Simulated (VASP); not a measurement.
Here is a VASP 6.6.1 calculation.

File INCAR:

```
PREC = Accurate
ENCUT = 520
EDIFF = 1E-6
ISMEAR = 1
SIGMA = 0.1
LREAL = F
LASPH = T
NELM = 100
ALGO = Fast
ISIF = 2
LWAVE = F
LCHARG = T
GGA = PE
IVDW = 13
LVHAR = T
```

The input KPOINTS:

```
Automatic mesh
0
Gamma
  14 14 8
```

POSCAR

```
Sc                                      
1.0
    3.2887763923     -0.0000000000     -0.0000000000
   -1.6443881961      2.8481639027     -0.0000000000
    0.0000000000     -0.0000000000      5.1010785996
  Sc            
     2
Direct
     0.3333333300000021    0.6666666699999979    0.2500000000000000
     0.6666666699999979    0.3333333300000021    0.7500000000000000
```

Potentials or basis: VASP PAW PBE potentials, release 64 (Sc_sv).

Run with:

```bash
$ cat potpaw_PBE.64/Sc_sv/POTCAR > POTCAR
$ mpirun -np 1 vasp_std > vasp.out
```

Question: What does it give for the dispersion energy per atom?

Answer: -0.275 eV.

Question: Estimate the pressure.

Answer: -0.1 GPa.

Question: Predict the band gap on the k mesh.

Answer: None (metal or under the smearing width).

Caveat: pairwise dispersion overbinds metals, which lowers pressure and volume.
